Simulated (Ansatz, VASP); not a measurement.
This is a calculation of GaSb for VASP 6.6.1.

The input INCAR:

```
PREC = Accurate
ENCUT = 520
EDIFF = 1E-6
ISMEAR = -1
SIGMA = 0.05
LREAL = F
LASPH = T
NELM = 80
ALGO = Normal
ISIF = 2
LWAVE = F
LCHARG = T
GGA = PE
LELF = T
LVHAR = T
NBANDS = 16
```

KPOINTS

```
Automatic mesh
0
Gamma
  10 10 10
```

Contents of POSCAR:

```
GaSb
1.0
   -2.7896675499      2.7896675499      1.6116397558
    2.7896675499     -2.7896675499      1.6116397558
    2.7896675499      2.7896675499     -1.6116397558
Sb Ga
1 1
Direct
    0.0000000000      0.0000000000      0.0000000000
    0.7500000000      0.2500000000      0.5000000000
```

Potentials or basis: VASP PAW PBE potentials, release 64 (Sb, Ga_d).

Command:

```bash
$ cat potpaw_PBE.64/Sb/POTCAR potpaw_PBE.64/Ga_d/POTCAR > POTCAR
$ mpirun -np 1 vasp_std > vasp.out
```

Task: Translate it to Ansatz 0.2.0. Potentials there: all-electron LAPW, scalar-relativistic.

Result: As run (the cutoff follows the program's own potentials):

The input input.yaml:

```yaml
crystal:
  lattice:
    - [-2.7896675499, 2.7896675499, 1.6116397558]
    - [2.7896675499, -2.7896675499, 1.6116397558]
    - [2.7896675499, 2.7896675499, -1.6116397558]
  atoms:
    - { symbol: Sb, position: [0.0, 0.0, 0.0] }
    - { symbol: Ga, position: [0.75, 0.25, 0.5] }
kpoints:
  mp_grid: { grid: [10, 10, 10] }
scf:
  occupations: { method: fermi_dirac, width: 0.05 }
hamiltonian:
  xc: pbe
  pseudopotentials: { kind: all_electron, lapw: { basis_error: 0.0005 } }
output:
  forces: true
  stress: true
  eigenvalues: true
```

Potentials or basis: all-electron LAPW, scalar-relativistic.

Command:

```bash
$ ansatz run input.yaml --threads 1 --pin off --max-ram 3072MiB --backend cpu --events-out ev --progress --plain --runs-dir out
```

Both were run:

|  | VASP | Ansatz | Ansatz less VASP |
| --- | --- | --- | --- |
| gap on the k mesh at the Fermi level (eV) | none | none | - |
| pressure (GPa) | -1.8 | -1.7 | +0.04 |
| largest component of the traceless stress (GPa) | 0.43 | 0.39 | -0.038 |

A gap of «none» marks a metal or a gap that the smearing closes. Ansatz ran all-electron here, so the differences hold the error of VASP's frozen core and of both bases.

The runs have no spin-orbit coupling, so splittings on Sb are missing.
